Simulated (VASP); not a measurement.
## Hf: relaxation of cell and atoms with PBE

Crystal: Hf.

```
Hf
1.0
     3.19670    0.00000    0.00000
    -1.59835    2.76842    0.00000
     0.00000    0.00000    5.05780
Hf
2
Direct
  0.66667 0.33333 0.75000
  0.33333 0.66667 0.25000
```

```yaml
Program: VASP 6.6.1
Task: relaxation of cell and atoms
Functional: PBE
Potentials_or_basis: VASP PAW PBE potentials, release 64 (Hf_pv)
Cutoff: 600 eV
k_mesh: 10 × 10 × 5
Occupations: fermi-dirac, width 0.05 eV
Spin: no spin polarisation
Target_pressure: 5 GPa
Further_INCAR_settings: ALGO = Normal; EDIFF = 1e-06; IBRION = 2; EDIFFG = -0.005; NSW = 40; ISIF = 3
Target_pressure: 5 GPa
```

The relaxed volume is 21.47 Å³/atom, the relaxed cell is a = 3.154 Å, b = 3.154 Å, c = 4.984 Å, α = 90.00°, β = 90.00°, γ = 120.00° and the space group after relaxing (to 0.05 Å) is P6_3/mmc (No. 194). The energy change on relaxing (the enthalpy is what falls) is +14.4 meV/atom. The ionic steps are 4 and the pressure after relaxing is 5.0 GPa. The band gap on the k mesh is none (metal or under the smearing width).

Step by step:
| step | energy change (eV) | largest force (eV/Å) | pressure (GPa) | volume (Å³) |
| --- | --- | --- | --- | --- |
| 1 | 0.0000 | 0.0000 | 0.16 | 44.76 |
| 2 | 0.1620 | 0.0000 | 13.01 | 40.52 |
| 3 | 0.0276 | 0.0000 | 4.93 | 42.97 |
| 4 | 0.0287 | 0.0000 | 5.03 | 42.93 |

Final structure:
```yaml
crystal:
  lattice:
    - [3.15391, 0.00000, 0.00000]
    - [-1.57695, 2.73136, 0.00000]
    - [0.00000, 0.00000, 4.98370]
  atoms:
    - { symbol: Hf, position: [0.66667, 0.33333, 0.75000] }
    - { symbol: Hf, position: [0.33333, 0.66667, 0.25000] }
```

Levels at points of the mesh, in eV from the Fermi level:
```
           k point  band 8  band 9  band 10  band 11  band 12  band 13
(0.00, 0.00, 0.00)   -3.81    0.83     1.21     1.21     1.52     2.08
(0.50, 0.00, 0.00)   -2.88   -2.33    -0.71     0.80     0.96     1.79
```

Wall time 110 s on 1 thread of AMD EPYC 7R43 64-Core Processor (Zen 3), with other jobs on the host, peak memory 0.17 GiB.

Caveat: the cell is relaxed towards a set pressure, so the enthalpy falls and the energy may rise. The run has no spin-orbit coupling, so splittings on Hf are missing.
